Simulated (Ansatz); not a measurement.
The following input was run with Ansatz 0.2.0.

```yaml
crystal:
  lattice:
    - [4.3313828921, 0.0, 0.0]
    - [0.0, 4.3313828921, 0.0]
    - [0.0, 0.0, 4.3313828921]
  atoms:
    - { symbol: Cu, position: [0.25, 0.25, 0.25] }
    - { symbol: Cu, position: [0.25, 0.75, 0.75] }
    - { symbol: Cu, position: [0.75, 0.75, 0.25] }
    - { symbol: Cu, position: [0.75, 0.25, 0.75] }
    - { symbol: O, position: [0.0, 0.0, 0.0] }
    - { symbol: O, position: [0.5, 0.5, 0.5] }
basis:
  ecutwfc: 420
kpoints:
  mp_grid: { grid: [6, 6, 6] }
  band_path:
    path:
      - [[0.0, 0.0, 0.0], [0.0, 0.5, 0.0], [0.5, 0.5, 0.0], [0.0, 0.0, 0.0], [0.5, 0.5, 0.5], [0.0, 0.5, 0.0]]
      - [[0.5, 0.5, 0.5], [0.5, 0.5, 0.0]]
    npoints: 14
hamiltonian:
  xc: pbe
  hubbard: { sites: [{ species: Cu, l: d, u_eff: 4.0 }] }
scf:
  occupations: { method: gaussian, width: 0.02 }
  n_extra_bands: 15
output:
  forces: true
  stress: true
  eigenvalues: true
  populations: true
  dos: { projected: true, de: 0.02, nscf_kmesh: { grid: [9, 9, 9] } }
  bader: true
```

Run as
```bash
ansatz run input.yaml --threads 2 --pin off --max-ram 5120MiB --backend cpu --events-out ev --progress --plain --runs-dir out
```

Theory: Ansatz 0.2.0, DFT PBE+U, scalar-relativistic, plane waves, PAW.

From the run's log, abridged:

```
Cu: projections on atomic orbitals take those of the free atom [Ne] 3s2 3p6 3d10 4s1, of charge +0.00 (hamiltonian.pseudopotentials.projection_atoms); the dataset's partial waves leave at most 2.0e-6 of an orbital's norm unspanned inside its sphere
O: projections on atomic orbitals take those of the free atom [He] 2s2 2p4, of charge +0.00 (hamiltonian.pseudopotentials.projection_atoms); the dataset's partial waves leave at most 1.9e-8 of an orbital's norm unspanned inside its sphere
scf.n_extra_bands = 15 over 44 filled bands (N_el = 88.0): the run solves 59 bands
Pseudopotentials: kind: paw
Pseudopotential: Cu, paw, valence charge 19, recommended cutoff 420 eV (normal)
Pseudopotential: O, paw, valence charge 6, recommended cutoff 420 eV (normal)
Functional definition: PBE
Crystal: 6 atoms, lattice volume = 81.261 Å³
Basis set: ecut = 420 eV, 1575 PW (Γ), exchange–correlation on 60×60×60 points (8 copies of the dense FFT grid, shifted against one another)
Bands: 59, of which v1, the nominal top of the filled ones, is band 44 counted from 1 (43 counted from 0)
Symmetry: 48 space group operations
Space group: Pn-3m (ITA 224), of the structure as read, at distance tolerance 4.3e-5 Å
k-points: 20 of 216
Initial density: superposition of atomic densities (chi_scale 0.1, normalization cell, long waves of neutral atoms under a Hubbard term (reshape's long-wave potential 0.00 eV rms, cloud 1.98 Å wide))
Initial wavefunctions: pseudopotential atomic-orbital guess
Functional: x = pbe(κ = 0.804, μ = 0.21951497), c = pbe(β = 0.06672455)
SCF iter   1: F=—  HF=-27630.862847 eV  |F-HF|=—  |Δ(HF+E_count)|=         —  Δρ=6.10e-2  dr2=2.03e0  ethr=2.28e-3  ⟨swp⟩=1.2  Hψ=5487  notcnv=0
SCF iter   2: F=—  HF=-27630.762225 eV  |F-HF|=—  |Δ(HF+E_count)|=   1.01e-1  Δρ=3.66e-2  dr2=4.63e-1  ethr=2.28e-3  ⟨swp⟩=2.5  Hψ=2069  notcnv=0
SCF iter   3: F=—  HF=-27630.827724 eV  |F-HF|=—  |Δ(HF+E_count)|=   6.55e-2  Δρ=1.18e-2  dr2=4.10e-2  ethr=5.26e-4  ⟨swp⟩=2.1  Hψ=1923  notcnv=0  defer=166
SCF iter   4: F=—  HF=-27630.871313 eV  |F-HF|=—  |Δ(HF+E_count)|=   4.36e-2  Δρ=1.61e-2  dr2=1.07e-1  ethr=4.66e-5  ⟨swp⟩=2.5  Hψ=2055  notcnv=0  defer=166
SCF iter   5: F=—  HF=-27630.860584 eV  |F-HF|=—  |Δ(HF+E_count)|=   1.07e-2  Δρ=2.75e-3  dr2=5.08e-3  ethr=4.66e-5  ⟨swp⟩=2.0  Hψ=1953  notcnv=0  defer=166
SCF iter   6: F=—  HF=-27630.860190 eV  |F-HF|=—  |Δ(HF+E_count)|=   3.93e-4  Δρ=6.15e-4  dr2=2.13e-4  ethr=5.77e-6  ⟨swp⟩=2.0  Hψ=1620  notcnv=0  defer=166
SCF iter   7: F=—  HF=-27630.860422 eV  |F-HF|=—  |Δ(HF+E_count)|=   2.31e-4  Δρ=1.92e-4  dr2=3.86e-5  ethr=2.42e-7  ⟨swp⟩=2.0  Hψ=1534  notcnv=0  defer=166
SCF iter   8: F=—  HF=-27630.860420 eV  |F-HF|=—  |Δ(HF+E_count)|=   1.77e-6  Δρ=6.86e-5  dr2=2.79e-6  ethr=4.39e-8  ⟨swp⟩=2.0  Hψ=1442  notcnv=0  defer=166
SCF iter   9: F=-27630.860421 eV  HF=-27630.860421 eV  |F-HF|=8.83e-9  |Δ(HF+E_count)|=   1.29e-6  Δρ=6.12e-6  dr2=2.88e-8  ethr=1.14e-10  ⟨swp⟩=7.8  Hψ=6099  notcnv=0
SCF 1 converged in 9 iterations: F = -27630.860421 eV  dr2 = 2.88e-8
SCF converged after 9 iterations
Free energy (F): -27630.860421 eV
Harris-Foulkes:  -27630.860421 eV  (|F-HF|=8.83e-9)
Internal energy: -27630.860421 eV  (E = F + TS)
E sigma→0 (E₀):  -27630.860421 eV
Fermi energy:    9.766402 eV
--- Per-component energies (eV) ---
  E_band       = -1931.261563
  E_kinetic    = 1545.746696
  E_local      = -20137.080678  (includes V_loc(G=0)·N_el)
  E_nonlocal   = 1696.676924
  E_hartree    = 8806.390484
  E_xc         = -496.159808
  E_vxc        = -637.599343  (∫ρ·V_xc dr)
  E_hubbard    = 1.872118  (on-site DFT+U / exact-exchange correction)
  E_vhub       = -74.171659  (the Hubbard potential's part of the band-sum identity)
  E_paw        = -6999.941942  (= ΣΔE_a)
  E_vpaw       = -1937.606689  (= ΣTr[D̂ρ^β])
  E_aug_tail   = 0.005849  (compensation charges beyond the density's cutoff)
  E_ewald      = -12048.370065
  E_smearing   =  0.000000  (= −TS)
--- Forces (eV/Å), atoms counted from 1 ---
  atom   1  Cu     0.00000000     0.00000000     0.00000000
  atom   2  Cu     0.00000000     0.00000000     0.00000000
  atom   3  Cu     0.00000000     0.00000000     0.00000000
  atom   4  Cu     0.00000000     0.00000000     0.00000000
  atom   5  O      0.00000000     0.00000000     0.00000000
  atom   6  O      0.00000000     0.00000000     0.00000000
--- Stress (GPa, compression-positive) ---
        0.012559       0.000000       0.000000
        0.000000       0.012559       0.000000
        0.000000       0.000000       0.012559
  P = ⅓ Tr σ = 0.0126 GPa (0.126 kbar)
--- Band table (eV; the first three rows and the last of 20) ---
  k-point 0: bands = ["-101.2629", "-101.2624", "-101.2624", "-101.2624", "-58.7431", "-58.7316", "-58.7316", "-58.7316", "-58.6442", "-58.6442", "-58.6381", "-58.6381", "-58.6381", "-58.6352", "-58.6352", "-58.6352", "-9.7383", "-8.9797", "2.7675", "2.7675", "2.7675", "5.1039", "5.5955", "5.5955", "5.5955", "5.7126", "5.7126", "5.9938", "5.9938", "5.9938", "6.6963", "6.6963", "6.8836", "6.8836", "6.8836", "6.9659", "6.9659", "6.9659", "7.0946", "7.0946", "7.0946", "9.4263", "9.4263", "9.4263", "10.1059", "11.5518", "11.5518", "17.7937", "17.7937", "17.7937", "19.3057", "19.3057", "19.3057", "20.3973", "22.5854", "22.5854", "22.5854", "22.7228", "22.7228"]
  k-point 1: bands = ["-101.2628", "-101.2624", "-101.2623", "-101.2623", "-58.7424", "-58.7324", "-58.7316", "-58.7316", "-58.6439", "-58.6437", "-58.6386", "-58.6380", "-58.6380", "-58.6358", "-58.6354", "-58.6354", "-9.6894", "-9.0332", "2.8701", "2.8765", "2.8765", "4.8554", "5.1052", "5.1052", "5.4295", "5.7603", "6.0153", "6.0448", "6.2327", "6.2327", "6.7149", "6.7268", "6.8415", "6.8850", "6.9125", "6.9125", "6.9751", "7.0538", "7.0538", "7.2156", "7.2156", "8.7007", "9.3613", "9.3613", "10.3997", "11.9547", "12.2401", "17.3673", "17.6776", "17.6776", "18.0528", "18.7609", "18.7609", "21.3564", "22.4880", "22.7720", "23.2721", "23.2721", "24.3151"]
  k-point 2: bands = ["-101.2626", "-101.2625", "-101.2620", "-101.2620", "-58.7404", "-58.7346", "-58.7316", "-58.7316", "-58.6429", "-58.6421", "-58.6398", "-58.6377", "-58.6377", "-58.6376", "-58.6358", "-58.6358", "-9.5544", "-9.1766", "3.1668", "3.1808", "3.1808", "4.2264", "4.4372", "4.4372", "5.7150", "5.9085", "6.0536", "6.2653", "6.4234", "6.4234", "6.5222", "6.7299", "6.7662", "6.7960", "6.8362", "6.8362", "6.9089", "7.0263", "7.0263", "7.6656", "7.7263", "7.7263", "9.1887", "9.1887", "11.1552", "12.6697", "12.9918", "16.1594", "17.4427", "17.4427", "17.6251", "18.0465", "18.0465", "21.2316", "22.6321", "23.7295", "24.1817", "24.1817", "24.3252"]
  k-point 19: bands = ["-101.2636", "-101.2636", "-101.2636", "-101.2633", "-58.7435", "-58.7315", "-58.7315", "-58.7315", "-58.6436", "-58.6436", "-58.6436", "-58.6356", "-58.6356", "-58.6355", "-58.6355", "-58.6355", "-9.6131", "-9.0479", "2.9229", "2.9229", "2.9229", "4.7752", "4.7752", "4.7752", "5.7984", "5.7984", "5.7984", "6.2383", "6.2383", "6.3938", "6.3938", "6.3938", "6.8611", "6.8611", "6.8611", "6.9756", "6.9756", "6.9756", "7.0379", "7.0379", "8.3116", "8.7637", "8.7637", "8.7637", "12.6645", "12.6645", "12.6645", "14.8106", "14.8106", "14.8106", "17.0990", "17.3818", "23.7577", "23.7577", "24.7204", "24.7204", "24.7204", "26.1647", "26.1647"]
Occupation matrices written to <dir>
--- Löwdin populations: 6 sites ---
  site symbol q [e]
     0     Cu     18.4628
     1     Cu     18.4628
     2     Cu     18.4628
     3     Cu     18.4628
     4      O      6.9234
     5      O      6.9234
  spilling = 0.003429 (of n_electrons = 88.000000)
--- Bader charges: 6 sites ---
  site symbol charge [e]  shift [e]
     0     Cu      0.5300     0.0045
     1     Cu      0.5300     0.0045
     2     Cu      0.5300     0.0045
     3     Cu      0.5300     0.0045
     4      O     -1.0600     0.0091
     5      O     -1.0600     0.0091
  estimated error of the sums over rays = 4.6e-4 e
```

Self-consistency was reached.

Time: 36 s on 2 threads of Intel(R) Xeon(R) Platinum 8375C CPU @ 2.90GHz (Ice Lake) (shared host), peak memory 0.65 GiB.